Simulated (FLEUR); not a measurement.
**KF (Carobbiite) under changes of volume**

One of the cells (19.074 Å³/atom); the others are scaled copies at fixed shape and fractional positions:

```
CELL_PARAMETERS angstrom
0.00000 2.67185 2.67185
2.67185 0.00000 2.67185
2.67185 2.67185 0.00000
ATOMIC_POSITIONS crystal
K 0.00000 0.00000 0.00000
F 0.50000 0.50000 0.50000
```

```yaml
Program: FLEUR MaX-R8.1 (later development tree)
Functional: PBE
Potentials_or_basis: all-electron
Basis: FLAPW
Kmax: 4.1 1/bohr
k_mesh: 9 × 9 × 9
Occupations: fermi-dirac, width 0.05 eV
Spin: no spin polarisation
```

```tsv
volume (Å³/atom)	energy over the lowest point (meV/atom)	gap on the mesh (eV)
17.929	21.76	6.51
18.311	13.56	6.39
18.692	7.58	6.28
19.074	?	?
19.455	0.93	6.07
19.837	0.00	5.97
20.218	0.45	5.88
```

**Question.** What does the run at 19.074 Å³/atom give?

**Answer.** Energy over the lowest point 3.41 meV/atom; gap on the mesh 6.18 eV.

Worked out: A Birch-Murnaghan fit of order 3 (a polynomial in V^(-2/3)) to the other rows has its minimum at 19.90 Å³/atom with B0 = V·E''(V) = 30 GPa and B' = 4.5. It gives 3.39 meV/atom at 19.074 Å³/atom, against the run's 3.41. A straight line through the other rows of the gap, of slope -5.25 eV per unit of ln V (its deformation potential), gives 6.18 eV, against the run's 6.18.

Energies are extrapolated to zero smearing.

Caveats: an odd mesh through Γ misses points on the zone boundary, where band edges often lie.
